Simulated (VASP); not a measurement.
Write the native input for VASP 6.6.1 that does the following.

```
Task                   : single point
Functional             : PBE
Potentials or basis    : VASP PAW PBE potentials, release 64 (Mg, O)
Cutoff                 : 520 eV
k mesh                 : 8 × 8 × 6
Occupations            : gaussian, width 0.02 eV
Spin                   : no spin polarisation
Dipole correction      : no
Further INCAR settings : ALGO = Normal; EDIFF = 1e-06; NBANDS = 16
```

The structure of MgO lies in POSCAR:

```
MgO
1.0
    2.8766387513      0.0000000000      0.0000000000
    0.0000000000      2.8766387513      0.0000000000
    0.0000000000      0.0000000000      4.4877989473
Mg O
2 2
Direct
    0.0000000000      0.0000000000      0.0000000000
    0.5000000000      0.5000000000      0.5000000000
    0.5000000000      0.5000000000      0.0000000000
    0.0000000000      0.0000000000      0.5000000000
```

The cell was built by a generator and isn't the measured one.

The input as run:

INCAR

```
SYSTEM = MgO
PREC = Accurate
ENCUT = 520
EDIFF = 1E-6
ISMEAR = 0
SIGMA = 0.02
LREAL = .FALSE.
LASPH = .TRUE.
NELM = 100
ALGO = Normal
ISIF = 2
LWAVE = .FALSE.
LCHARG = .TRUE.
GGA = PE
LELF = .TRUE.
LVHAR = .TRUE.
NBANDS = 16
```

KPOINTS

```
Automatic mesh
0
G
  8 8 6
  0 0 0
```

Potentials or basis: VASP PAW PBE potentials, release 64 (Mg, O).

Command:

```bash
$ cat potpaw_PBE.64/Mg/POTCAR potpaw_PBE.64/O/POTCAR > POTCAR
$ mpirun -np 1 vasp_std > vasp.out
```

It gave:

| Property | Result |
| --- | --- |
| Pressure | 8.1 GPa |
| Band gap on the k mesh | 4.63 eV |

Run time: 24 s on 1 thread of Intel(R) Xeon(R) Platinum 8259CL CPU @ 2.50GHz (Skylake/Cascade Lake), with other jobs on the host, peak memory 0.17 GiB.
